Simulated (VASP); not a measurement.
# K (Fm-3m) in VASP: further runs

The runs below take K through single point, with PBE.

All numbers are computed with VASP 6.6.1; they aren't measurements. Logs are shortened: lines on timing, memory, paths and dates and some standing lists are left out, and cuts for length are marked.

**1. Starting point**

The structure is cubic, space group Fm-3m (No. 225). The conventional cell has a = 5.048 Å, b = 5.048 Å, c = 5.048 Å, α = 90.00°, β = 90.00°, γ = 90.00°. K (site symmetry m-3m) has 12 K at 3.57 Å as nearest neighbours.

This isn't the form of K at room conditions, which is bcc.

**2. Single point, PBE**

Contents of INCAR:

```
ALGO = Normal
EDIFF = 1E-7
ENCUT = 520
GGA = PE
ISIF = 2
ISMEAR = -1
LASPH = T
LCHARG = F
LREAL = F
LWAVE = F
NBANDS = 10
NELM = 60
PREC = Accurate
SIGMA = 0.1
```

Contents of KPOINTS:

```
k-points
0
Gamma
  4 4 4
```

Contents of POSCAR:

```
K
1.0
    0.0000000000      2.5240000000      2.5240000000
    2.5240000000      0.0000000000      2.5240000000
    2.5240000000      2.5240000000      0.0000000000
K
1
Direct
    0.0000000000      0.0000000000      0.0000000000
```

Potentials or basis: VASP PAW PBE potentials, release 64 (K_sv).

The run is started by

```console
$ cat potpaw_PBE.64/K_sv/POTCAR > POTCAR
$ mpirun -np 1 vasp_std > vasp.out
```

OUTCAR:

```text
EDIFF = 1E-7
   ENCUT = 520
   GGA = PE
   ISIF = 2
   ISMEAR = -1
   LASPH = T
   LREAL = F
   NELM = 60
   PREC = Accurate

 ion  position               nearest neighbor table
   1  0.000  0.000  0.000-

  LATTYP: Found a face centered cubic cell.
 ALAT       =     5.0480000000

  Lattice vectors:

 A1 = (   0.0000000000,   2.5240000000,   2.5240000000)
 A2 = (   2.5240000000,   0.0000000000,   2.5240000000)
 A3 = (   2.5240000000,   2.5240000000,   0.0000000000)

Analysis of symmetry for initial positions (statically):
=====================================================================
 Subroutine PRICEL returns:
 Original cell was already a primitive cell.

 Routine SETGRP: Setting up the symmetry group for a
 face centered cubic supercell.

 Subroutine GETGRP returns: Found 48 space group operations
 (whereof 48 operations were pure point group operations)
 out of a pool of 48 trial point group operations.

The static configuration has the point symmetry O_h .

Analysis of symmetry for dynamics (positions and initial velocities):
=====================================================================
 Subroutine PRICEL returns:
 Original cell was already a primitive cell.

 Routine SETGRP: Setting up the symmetry group for a
 face centered cubic supercell.

 Subroutine GETGRP returns: Found 48 space group operations
 (whereof 48 operations were pure point group operations)
 out of a pool of 48 trial point group operations.

The dynamic configuration has the point symmetry O_h .

 Subroutine INISYM returns: Found 48 space group operations
 (whereof 48 operations are pure point group operations),
 and found     1 'primitive' translations

----------------------------------------------------------------------------------------

                                     Primitive cell

  volume of cell :      32.1587

  direct lattice vectors                    reciprocal lattice vectors
     0.000000000  2.524000000  2.524000000    -0.198098257  0.198098257  0.198098257
     2.524000000  0.000000000  2.524000000     0.198098257 -0.198098257  0.198098257
     2.524000000  2.524000000  0.000000000     0.198098257  0.198098257 -0.198098257

  length of vectors
     3.569475031  3.569475031  3.569475031     0.343116246  0.343116246  0.343116246

  position of ions in fractional coordinates (direct lattice)
     0.000000000  0.000000000  0.000000000

  ion indices of the primitive-cell ions
   primitive index   ion index
                 1           1

----------------------------------------------------------------------------------------

 KPOINTS: k-points

Automatic generation of k-mesh.
 Grid dimensions read from file:
 generate k-points for:    4    4    4

 Generating k-lattice:

  Cartesian coordinates                     Fractional coordinates (reciprocal lattice)
    -0.049524564  0.049524564  0.049524564     0.250000000  0.000000000  0.000000000
     0.049524564 -0.049524564  0.049524564     0.000000000  0.250000000  0.000000000
     0.049524564  0.049524564 -0.049524564     0.000000000  0.000000000  0.250000000

  Length of vectors
     0.085779061  0.085779061  0.085779061

  Shift w.r.t. Gamma in fractional coordinates (k-lattice)
     0.000000000  0.000000000  0.000000000

 Subroutine IBZKPT returns following result:
 ===========================================

 Found      8 irreducible k-points:

 Following reciprocal coordinates:
            Coordinates               Weight
  0.000000  0.000000  0.000000      1.000000
  0.250000  0.000000  0.000000      8.000000
  0.500000  0.000000  0.000000      4.000000
  0.250000  0.250000  0.000000      6.000000
  0.500000  0.250000  0.000000     24.000000
 -0.250000  0.250000  0.000000     12.000000
  0.500000  0.500000  0.000000      3.000000
 -0.250000  0.500000  0.250000      6.000000
   k-points           NKPTS =      8   k-points in BZ     NKDIM =      8   number of bands    NBANDS=     10
   number of dos      NEDOS =    301   number of ions     NIONS =      1
   total plane-waves  NPLWV =  21952
   dimension x,y,z NGX =    28 NGY =   28 NGZ =   28
   dimension x,y,z NGXF=    56 NGYF=   56 NGZF=   56
   ions per type =               1
   NGX,Y,Z   is equivalent  to a cutoff of  13.04, 13.04, 13.04 a.u.
   NGXF,Y,Z  is equivalent  to a cutoff of  26.08, 26.08, 26.08 a.u.
 SYSTEM =  unknown system
   PREC   = accura    normal or accurate (medium, high low for compatibility)
   ISTART =      0    job   : 0-new  1-cont  2-samecut
   ICHARG =      2    charge: 1-file 2-atom 10-const
   ISPIN  =      1    spin polarized calculation?
   LNONCOLLINEAR =      F non collinear calculations
   LSORBIT =      F    spin-orbit coupling
   LASPH  =      T    aspherical Exc in radial PAW
   ENCUT  =  520.0 eV  38.22 Ry    6.18 a.u.   6.64  6.64  6.64*2*pi/ulx,y,z
   NELM   =     60;   NELMIN=  2; NELMDL= -5     # of ELM steps
   EDIFF  = 0.1E-06   stopping-criterion for ELM
   LREAL  =      F    real-space projection
   EDIFFG = 0.1E-05   stopping-criterion for IOM
   NSW    =      0    number of steps for IOM
   IBRION =     -1    ionic relax: 0-MD 1-quasi-New 2-CG
   NFREE  =      0    steps in history (QN), initial steepest desc. (CG)
   ISIF   =      2    stress and relaxation
   ISYM   =      2    0-nonsym 1-usesym 2-fastsym
   POTIM  = 0.5000    time-step for ionic-motion
   TEBEG  =    0.0;   TEEND  =   0.0 temperature during run
   PSTRESS=    0.0 pullay stress
   NELECT =       9.0000    total number of electrons
   NUPDOWN=      -1.0000    fix difference up-down
   EMIN   =  10.00;   EMAX   =-10.00  energy-range for DOS
   EFERMI =   0.00;   METHOD = LEGACY
   ISMEAR =    -1;   SIGMA  =   0.10  broadening in eV -4-tet -1-fermi 0-gaus
   EFERMI_NEDOS =   21; number of points for ismear=-14 and -15
   IALGO  =     38    algorithm
   IMIX   =      4    mixing-type and parameters
     AMIX     =   0.40;   BMIX     =  1.00
     AMIX_MAG =   1.60;   BMIX_MAG =  1.00
  volume/ion in A,a.u.               =      32.16       217.02
  Fermi-wavevector in a.u.,A,eV,Ry     =   1.070836  2.023587 15.601663  1.146690
  Thomas-Fermi vector in A             =   2.206558
   LORBIT       =      0    0 simple, 1 ext, 2 COOP (PROOUT), +10 PAW based schemes
   GGA     = PE    functional components
   LHFCALC =     F    Hartree Fock is set to
   AEXX    =    0.0000 exact exchange contribution
   IVDW    =     0    specifies the selected vdW correction
   LEPSILON=     F    determine dielectric tensor
   LRPA    =     F    only Hartree local field effects (RPA)
 non-spin polarized calculation
  energy-cutoff  :      520.00
  volume of cell :       32.16
 maximum number of plane-waves:       893
 NGX is ok and might be reduce to    28
   NGX = 13   NGY = 13   NGZ = 13

 number of electron       9.0000001 magnetization

 Free energy of the ion-electron system (eV)
  ---------------------------------------------------
  ext. energy  EPLUGINS =         0.00000000
  ---------------------------------------------------
  free energy    TOTEN  =        -0.08100286 eV

  energy without entropy =       -0.04090404  energy(sigma->0) =       -0.06095345

 E-fermi :   2.8466     XC(G=0):  -8.1273

 val. band max:        2.7687325480   @ k =   0.5000   0.0000   0.0000
 cond. band min:       3.1450605860   @ k =   0.5000   0.2500   0.0000
 fundamental gap:      0.3763280380
 Fermi energy:         2.8466361680

 k-point     1 :       0.0000    0.0000    0.0000
  band No.  band energies     occupation
      1     -29.5390      2.00000
      2     -12.6222      2.00000
      3     -12.6222      2.00000
      4     -12.6222      2.00000
      5      -0.5851      2.00000
      6       7.3369      0.00000
      7       7.3369      0.00000
      8       7.3369      0.00000
      9       9.5065      0.00000
     10       9.5065      0.00000

 k-point     2 :       0.2500    0.0000    0.0000
  band No.  band energies     occupation
      1     -29.4746      2.00000
      2     -13.0832      2.00000
      3     -12.6733      2.00000
      4     -12.6733      2.00000
      5       0.8318      2.00000
      6       5.7297      0.00000
      7       7.5158      0.00000
      8       7.5158      0.00000
      9       9.3801      0.00000
     10       9.3801      0.00000

 k-point     3 :       0.5000    0.0000    0.0000
  band No.  band energies     occupation
      1     -29.4090      2.00000
      2     -13.5023      2.00000
      3     -12.7234      2.00000
      4     -12.7234      2.00000
      5       2.7687      1.37094
      6       4.3799      0.00000
      7       6.9990      0.00000
      8       6.9990      0.00000
      9      10.9937      0.00000
     10      10.9937      0.00000

 k-point     4 :       0.2500    0.2500    0.0000
  band No.  band energies     occupation
      1     -29.4536      2.00000
      2     -13.0623      2.00000
      3     -12.7697      2.00000
      4     -12.7697      2.00000
      5       1.2223      2.00000
      6       5.4084      0.00000
      7       6.8325      0.00000
      8       8.3771      0.00000
      9       8.3771      0.00000
     10      10.1786      0.00000

 k-point     5 :       0.5000    0.2500    0.0000
  band No.  band energies     occupation
      1     -29.3883      2.00000
      2     -13.3429      2.00000
      3     -12.9566      2.00000
      4     -12.8198      2.00000
      5       3.1451      0.09629
      6       4.4261      0.00000
      7       5.7533      0.00000
      8       8.2437      0.00000
      9      10.4335      0.00000
     10      11.1316      0.00000

 k-point     6 :      -0.2500    0.2500    0.0000
  band No.  band energies     occupation
      1     -29.4098      2.00000
      2     -13.2575      2.00000
      3     -12.9776      2.00000
      4     -12.7247      2.00000
      5       2.6465      1.76178
      6       5.2526      0.00000
      7       5.4794      0.00000
      8       7.9184      0.00000
      9       9.1728      0.00000
     10      11.5490      0.00000

 k-point     7 :       0.5000    0.5000    0.0000
  band No.  band energies     occupation
      1     -29.3674      2.00000
      2     -13.4267      2.00000
      3     -12.9136      2.00000
      4     -12.9136      2.00000
      5       2.6785      1.68622
      6       4.2552      0.00000
      7       6.1249      0.00000
      8      11.0074      0.00000
      9      11.4429      0.00000
     10      11.4435      0.00000

 k-point     8 :      -0.2500    0.5000    0.2500
  band No.  band energies     occupation
      1     -29.3668      2.00000
      2     -13.1773      2.00000
      3     -13.1773      2.00000
      4     -12.9363      2.00000
      5       3.6180      0.00089
      6       5.0650      0.00000
      7       5.0650      0.00000
      8       7.7122      0.00000
      9      11.4519      0.00000
     10      12.1313      0.00000

------------------------ aborting loop because EDIFF is reached ----------------------------------------

  FORCE on cell =-STRESS in cart. coord.  units (eV):
  Direction    XX          YY          ZZ          XY          YZ          ZX
  --------------------------------------------------------------------------------------
  -------------------------------------------------------------------------------------
  Total        2.5904287      2.5904287      2.5904287      0.0000000     -0.0000000      0.0000000
  in kB      129.0577743    129.0577743    129.0577743      0.0000000     -0.0000000      0.0000000
  external PRESSURE =     129.0577743 kB  Pullay stress =       0.0000000 kB

 VOLUME and BASIS-vectors are now :
 -----------------------------------------------------------------------------
  energy-cutoff  :      520.00
  volume of cell :       32.16
      direct lattice vectors                 reciprocal lattice vectors
     0.000000000  2.524000000  2.524000000    -0.198098257  0.198098257  0.198098257
     2.524000000  0.000000000  2.524000000     0.198098257 -0.198098257  0.198098257
     2.524000000  2.524000000  0.000000000     0.198098257  0.198098257 -0.198098257

 POSITION                                       TOTAL-FORCE (eV/Angst)
 -----------------------------------------------------------------------------------
      0.00000      0.00000      0.00000         0.000000     -0.000000      0.000000
 -----------------------------------------------------------------------------------
    total drift:                               -0.000000     -0.000000     -0.000000

  FREE ENERGIE OF THE ION-ELECTRON SYSTEM (eV)
  ---------------------------------------------------
  free  energy   TOTEN  =        -0.0810028621 eV

  energy  without entropy=       -0.0409040372  energy(sigma->0) =       -0.06095345
```

Run time: 3.1 s. Hardware: 1 thread of AMD EPYC 9R45 (Zen 5), shared host; peak memory 0.12 GiB.

What came out:

```
Free energy            : -0.0810 eV
Pressure               : 12.9 GPa
Band gap on the k mesh : none (metal or under the smearing width)
```

Caveat: the k mesh is coarse (spacing up to 0.54 Å⁻¹), so the values aren't converged.

**3. Single point, PBE**

Contents of INCAR:

```
PREC = Accurate
ENCUT = 520
EDIFF = 1E-6
ISMEAR = -1
SIGMA = 0.1
LREAL = False
LASPH = True
NELM = 60
ALGO = Fast
ISIF = 2
LWAVE = False
LCHARG = True
GGA = PE
LELF = True
LVHAR = True
NBANDS = 10
```

Contents of KPOINTS:

```
regular mesh
0
Gamma
  8 8 8
```

POSCAR is that of step 2.

Potentials or basis: VASP PAW PBE potentials, release 64 (K_sv).

The run is started by

```console
$ cat potpaw_PBE.64/K_sv/POTCAR > POTCAR
$ mpirun -np 1 vasp_std > vasp.out
```

Run time: 10 s. Hardware: 1 thread of AMD EPYC 9R45 (Zen 5), shared host; peak memory 0.12 GiB.

The run converged. Its results:

| Property | Result |
| --- | --- |
| Free energy | -0.1309 eV |
| Pressure | 13.1 GPa |
| Band gap on the k mesh | none (metal or under the smearing width) |

Levels at points of the mesh, in eV from the Fermi level:
| k point | band 2 | band 3 | band 4 | band 5 | band 6 | band 7 | band 8 | band 9 |
| --- | --- | --- | --- | --- | --- | --- | --- | --- |
| (0.00, 0.00, 0.00) | -15.42 | -15.42 | -15.42 | -3.38 | 4.54 | 4.54 | 4.54 | 6.71 |
| (0.50, 0.00, 0.00) | -16.30 | -15.53 | -15.53 | -0.02 | 1.58 | 4.20 | 4.20 | 8.19 |
| (0.50, 0.50, 0.00) | -16.23 | -15.72 | -15.72 | -0.12 | 1.46 | 3.33 | 8.21 | 8.65 |
